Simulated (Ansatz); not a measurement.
# B (fcc type): the cost of one run

Program: Ansatz 0.2.0. Level of theory: DFT, PBE, all-electron LAPW, scalar-relativistic. These are calculated values, not measurements.

## (1) The starting structure

The structure is cubic, space group Fm-3m (No. 225). Conventional cell: a = 2.257 Å, b = 2.257 Å, c = 2.257 Å, α = 90.00°, β = 90.00°, γ = 90.00°. B (site symmetry m-3m) is surrounded by 12 B at 1.60 Å.

Structure file:

```
CELL_PARAMETERS angstrom
0.00000 1.12847 1.12847
1.12847 0.00000 1.12847
1.12847 1.12847 0.00000
ATOMIC_POSITIONS crystal
B 0.00000 0.00000 0.00000
```

## (2) Fcc relaxed under pressure, LAPW

The input, input.yaml:

```yaml
crystal:
  lattice:
    - [0.0, 1.1284733496, 1.1284733496]
    - [1.1284733496, 0.0, 1.1284733496]
    - [1.1284733496, 1.1284733496, 0.0]
  atoms:
    - { symbol: B, position: [0.0, 0.0, 0.0] }
kpoints:
  mp_grid: { grid: [28, 28, 28] }
scf:
  occupations: { method: fermi_dirac, width: 0.1 }
hamiltonian:
  xc: pbe
  pseudopotentials: { kind: all_electron, lapw: { basis_error: 0.0005 } }
output:
  forces: true
  stress: true
  eigenvalues: true
relax:
  f_tol: 0.005
  max_steps: 12
  cell: { p_target: 690.0, stress_tol: 0.345 }
```

Command:

```sh
$ ansatz run input.yaml --threads 1 --pin off --max-ram 3584MiB --backend cpu --events-out ev --progress --plain --runs-dir out
```

**Question.** How long does this run take on 1 thread of Intel Xeon 6975P-C (Granite Rapids), shared host, and how much memory does it need?

About 17 s, with a peak of 0.39 GiB.
